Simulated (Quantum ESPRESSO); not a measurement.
# Os (P6_3/mmc) in Quantum ESPRESSO: notebook, part 4 of 4

Quantum ESPRESSO 7.5. The steps go on from the part before.

## 6. Band structure, AM05

The input, pw.in:

```
&CONTROL
  calculation = 'scf'
  prefix = 'pwscf'
  outdir = './tmp'
  pseudo_dir = './pseudo'
  tprnfor = .true.
  tstress = .true.
  disk_io = 'low'
/
&SYSTEM
  ibrav = 0
  celldm(1) = 8
  nat = 2
  ntyp = 1
  ecutwfc = 70
  nbnd = 24
  input_dft = 'XC-000I-000I-120L-135L-000I-000I'
  occupations = 'smearing'
  smearing = 'fd'
  degauss = 0.00367493
/
&ELECTRONS
  conv_thr = 4d-10
  electron_maxstep = 120
  mixing_beta = 0.5
/
ATOMIC_SPECIES
Os   190.2300 Os_ONCV_PBE-1.2.upf
CELL_PARAMETERS alat
  0.6458375246674   0.0000000000000   0.0000000000000
 -0.3229187623337   0.5593117030823   0.0000000000000
  0.0000000000000   0.0000000000000   1.0203812425682
ATOMIC_POSITIONS crystal
Os     0.6666666667    0.3333333333    0.7500000000
Os     0.3333333333    0.6666666667    0.2500000000
K_POINTS automatic
11 11 6 0 0 0
```

The input, pp_density.in:

```
&INPUTPP
  prefix = 'pwscf'
  outdir = './tmp'
  filplot = 'density.dat'
  plot_num = 0
/
&PLOT
  nfile = 1
  filepp(1) = 'density.dat'
  iflag = 3
  output_format = 6
  fileout = 'density.cube'
/
```

The input, pp_potential.in:

```
&INPUTPP
  prefix = 'pwscf'
  outdir = './tmp'
  filplot = 'potential.dat'
  plot_num = 11
/
&PLOT
  nfile = 1
  filepp(1) = 'potential.dat'
  iflag = 3
  output_format = 6
  fileout = 'potential.cube'
/
```

The input, pp_elf.in:

```
&INPUTPP
  prefix = 'pwscf'
  outdir = './tmp'
  filplot = 'elf.dat'
  plot_num = 8
/
&PLOT
  nfile = 1
  filepp(1) = 'elf.dat'
  iflag = 3
  output_format = 6
  fileout = 'elf.cube'
/
```

The input, bands.in:

```
&CONTROL
  calculation = 'bands'
  prefix = 'pwscf'
  outdir = './tmp'
  pseudo_dir = './pseudo'
  disk_io = 'low'
  verbosity = 'high'
/
&SYSTEM
  ibrav = 0
  celldm(1) = 8
  nat = 2
  ntyp = 1
  ecutwfc = 70
  nbnd = 24
  input_dft = 'XC-000I-000I-120L-135L-000I-000I'
  occupations = 'smearing'
  smearing = 'fd'
  degauss = 0.00367493
/
&ELECTRONS
  conv_thr = 1d-08
  electron_maxstep = 120
  mixing_beta = 0.5
  diago_full_acc = .true.
  startingwfc = 'random'
/
ATOMIC_SPECIES
Os   190.2300 Os_ONCV_PBE-1.2.upf
CELL_PARAMETERS alat
  0.6458375246674   0.0000000000000   0.0000000000000
 -0.3229187623337   0.5593117030823   0.0000000000000
  0.0000000000000   0.0000000000000   1.0203812425682
ATOMIC_POSITIONS crystal
Os     0.6666666667    0.3333333333    0.7500000000
Os     0.3333333333    0.6666666667    0.2500000000
K_POINTS crystal
60
 0.0000000000  0.0000000000  0.0000000000 1
 0.0714285714  0.0000000000  0.0000000000 1
 0.1428571429  0.0000000000  0.0000000000 1
 0.2142857143  0.0000000000  0.0000000000 1
 0.2857142857  0.0000000000  0.0000000000 1
 0.3571428571  0.0000000000  0.0000000000 1
 0.4285714286  0.0000000000  0.0000000000 1
 0.5000000000  0.0000000000  0.0000000000 1
 0.4583333333  0.0833333333  0.0000000000 1
 0.4166666667  0.1666666667  0.0000000000 1
 0.3750000000  0.2500000000  0.0000000000 1
 0.3333333333  0.3333333333  0.0000000000 1
 0.2962962963  0.2962962963  0.0000000000 1
 0.2592592593  0.2592592593  0.0000000000 1
 0.2222222222  0.2222222222  0.0000000000 1
 0.1851851852  0.1851851852  0.0000000000 1
 0.1481481481  0.1481481481  0.0000000000 1
 0.1111111111  0.1111111111  0.0000000000 1
 0.0740740741  0.0740740741  0.0000000000 1
 0.0370370370  0.0370370370  0.0000000000 1
 0.0000000000  0.0000000000  0.0000000000 1
 0.0000000000  0.0000000000  0.1250000000 1
 0.0000000000  0.0000000000  0.2500000000 1
 0.0000000000  0.0000000000  0.3750000000 1
 0.0000000000  0.0000000000  0.5000000000 1
 0.0625000000  0.0000000000  0.5000000000 1
 0.1250000000  0.0000000000  0.5000000000 1
 0.1875000000  0.0000000000  0.5000000000 1
 0.2500000000  0.0000000000  0.5000000000 1
 0.3125000000  0.0000000000  0.5000000000 1
 0.3750000000  0.0000000000  0.5000000000 1
 0.4375000000  0.0000000000  0.5000000000 1
 0.5000000000  0.0000000000  0.5000000000 1
 0.4666666667  0.0666666667  0.5000000000 1
 0.4333333333  0.1333333333  0.5000000000 1
 0.4000000000  0.2000000000  0.5000000000 1
 0.3666666667  0.2666666667  0.5000000000 1
 0.3333333333  0.3333333333  0.5000000000 1
 0.3030303030  0.3030303030  0.5000000000 1
 0.2727272727  0.2727272727  0.5000000000 1
 0.2424242424  0.2424242424  0.5000000000 1
 0.2121212121  0.2121212121  0.5000000000 1
 0.1818181818  0.1818181818  0.5000000000 1
 0.1515151515  0.1515151515  0.5000000000 1
 0.1212121212  0.1212121212  0.5000000000 1
 0.0909090909  0.0909090909  0.5000000000 1
 0.0606060606  0.0606060606  0.5000000000 1
 0.0303030303  0.0303030303  0.5000000000 1
 0.0000000000  0.0000000000  0.5000000000 1
 0.5000000000  0.0000000000  0.5000000000 1
 0.5000000000  0.0000000000  0.3750000000 1
 0.5000000000  0.0000000000  0.2500000000 1
 0.5000000000  0.0000000000  0.1250000000 1
 0.5000000000  0.0000000000  0.0000000000 1
 0.3333333333  0.3333333333  0.0000000000 1
 0.3333333333  0.3333333333  0.1000000000 1
 0.3333333333  0.3333333333  0.2000000000 1
 0.3333333333  0.3333333333  0.3000000000 1
 0.3333333333  0.3333333333  0.4000000000 1
 0.3333333333  0.3333333333  0.5000000000 1
```

Potentials or basis: SG15 PBE 1.2.

Run with:

```bash
$ OMP_NUM_THREADS=1 pw.x -in pw.in > pw.out
$ OMP_NUM_THREADS=1 pp.x -in pp_density.in > pp_density.out
$ OMP_NUM_THREADS=1 pp.x -in pp_potential.in > pp_potential.out
$ OMP_NUM_THREADS=1 pp.x -in pp_elf.in > pp_elf.out
$ OMP_NUM_THREADS=1 pw.x -in bands.in > bands.out
```

It took 82 s on 1 thread of Arm Neoverse V1, shared host; peak memory 0.09 GiB.

Results (log left out):

- Free energy: -5002.4016 eV
- Pressure: -4.8 GPa
- Band gap on the k mesh: none (metal or under the smearing width)

Stress tensor (GPa, compression positive):
```
-4.87  0.00  0.00
 0.00 -4.87  0.00
 0.00  0.00 -4.59
```

Levels at the corners of the path, in eV from the Fermi level:
| point | band 14 | band 15 | band 16 | band 17 | band 18 | band 19 |
| --- | --- | --- | --- | --- | --- | --- |
| Γ | -2.18 | -2.18 | -1.52 | -1.52 | -0.08 | 1.76 |
| M | -2.57 | -1.85 | 2.14 | 2.72 | 2.84 | 4.50 |
| K | -3.43 | -1.31 | 1.56 | 1.56 | 2.16 | 5.24 |
| Γ | -2.18 | -2.18 | -1.52 | -1.52 | -0.08 | 1.76 |
| A | -3.23 | -3.23 | -3.23 | 0.98 | 0.98 | 0.98 |
| L | -1.17 | -0.22 | -0.22 | 2.49 | 2.49 | 3.35 |
| H | -3.45 | -1.33 | -1.33 | 1.69 | 1.69 | 8.35 |
| A | -3.23 | -3.23 | -3.23 | 0.98 | 0.98 | 0.98 |
| L | -1.17 | -0.22 | -0.22 | 2.49 | 2.49 | 3.35 |
| M | -2.57 | -1.85 | 2.14 | 2.72 | 2.84 | 4.50 |
| K | -3.43 | -1.31 | 1.56 | 1.56 | 2.16 | 5.24 |
| H | -3.45 | -1.33 | -1.33 | 1.69 | 1.69 | 8.35 |

Caveat: the potentials were made for another functional, which shifts forces and pressure; spin-orbit coupling is left out, which moves the levels of the heavy elements.

## 7. Overview

```tsv
level	form of the LDA correlation	gap on the mesh (eV)	pressure (GPa)
LDA	PZ81	none	-5.8
PBEsol	-	none	-2.0
PBE	-	none	8.1
RPBE	-	none	11.5
AM05	-	none	-4.8
```

Alike in all rows: task band structure; potentials or basis SG15 PBE 1.2; no spin polarisation; cell as given; k mesh 11 × 11 × 6; cutoff (eV) 952; smearing fermi-dirac 0.05 eV.

Every run on the cell as given and a fine mesh finds a metal. The pressure there spans -5.8 GPa (LDA) to 11.5 GPa (RPBE); a positive pressure means that this level wants a larger cell, a negative one a smaller.

Caveats: spin-orbit coupling is left out, which moves the levels of the heavy elements; the potentials were made for another functional, which shifts forces and pressure (some runs).

Absolute energies hang on the potentials; compare differences alone.
